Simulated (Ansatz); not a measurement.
# What strain does to AlN (rocksalt)

AlN in the rocksalt structure, relaxed with r2SCAN in the plane-wave code Ansatz. It is cubic, Fm-3m (No. 225); conventional cell a = 4.038 Å, 8.23 Å³ an atom. Al has 6 N at 2.02 Å; N has 6 Al at 2.02 Å.

The axes x, y and z are those of this cell:
```yaml
crystal:
  lattice:
    - [0.00000, 2.01887, 2.01887]
    - [2.01887, 0.00000, 2.01887]
    - [2.01887, 2.01887, 0.00000]
  atoms:
    - { symbol: Al, position: [0.00000, 0.00000, 0.00000] }
    - { symbol: N, position: [0.50000, 0.50000, 0.50000] }
```

Unstrained: The PBE gap is indirect, 4.669 eV (Γ to X), below the direct gap of 5.726 eV at Γ. The r2SCAN gap is indirect, 5.522 eV (Γ to X), below the direct gap of 6.530 eV at Γ. With HSE06 the valence top lies at Γ and the conduction bottom at X, 6.083 eV higher; the smallest vertical gap, at Γ, is 7.266 eV. Meshes: PBE 10×10×10, r2SCAN 10×10×10, HSE06 8×8×8. Strains are changes of length per length, and xy shears are angles. After each strain the atoms were relaxed again with r2SCAN within the symmetry that the strain leaves, so tilts or polar shifts that break it weren't tested; points keep the names that they have in the unstrained zone. The calculation is spin-unpolarised, and the structure need not be a phase that has been made.

Changes of the least gap in eV (an overlap counts as a negative gap):
```tsv
strain	volume change (%)	space group	PBE	r2SCAN	HSE06	energy rise, r2SCAN (meV/atom)
biaxial +1.79 % in x and y, z held	+3.6	I4/mmm	-0.482	-0.500	-0.529	10.0
isotropic +4.52 % on every length	+14.2	Fm-3m	-1.216	-1.277	-1.340	114.5
xy shear, engineering strain (angle) +2.56 %	0.0	Immm	-0.397	-0.446	-0.447	5.7
```

Biaxial +1.79 % in x and y, z held. HSE06: the gap goes from 6.083 to 5.554 eV (-0.529 eV); with r2SCAN the top three valence levels at Γ, degenerate before, become 2+1 from the top over 136 meV. Stress change with r2SCAN, compression positive: xx -10.37, yy -10.37, zz -6.23 GPa.

Isotropic +4.52 % on every length. HSE06: the gap goes from 6.083 to 4.743 eV (-1.340 eV). Stress change with r2SCAN, compression positive: xx -28.16, yy -28.16, zz -28.16 GPa. For HSE06, dE_g/d ln V = -10.1 eV over this step.

Xy shear, engineering strain (angle) +2.56 %. HSE06: the gap goes from 6.083 to 5.636 eV (-0.447 eV); with r2SCAN the top three valence levels at Γ, degenerate before, become 1+1+1 from the top over 365 meV. Stress change with r2SCAN, compression positive: xx +0.19, yy +0.19, zz -0.11, xy -8.67 GPa.

The meshes of the hybrids are coarse, so their gaps aren't converged to the digits shown.

The splittings at Γ are without spin-orbit coupling, which regroups them where it is of like size or larger.
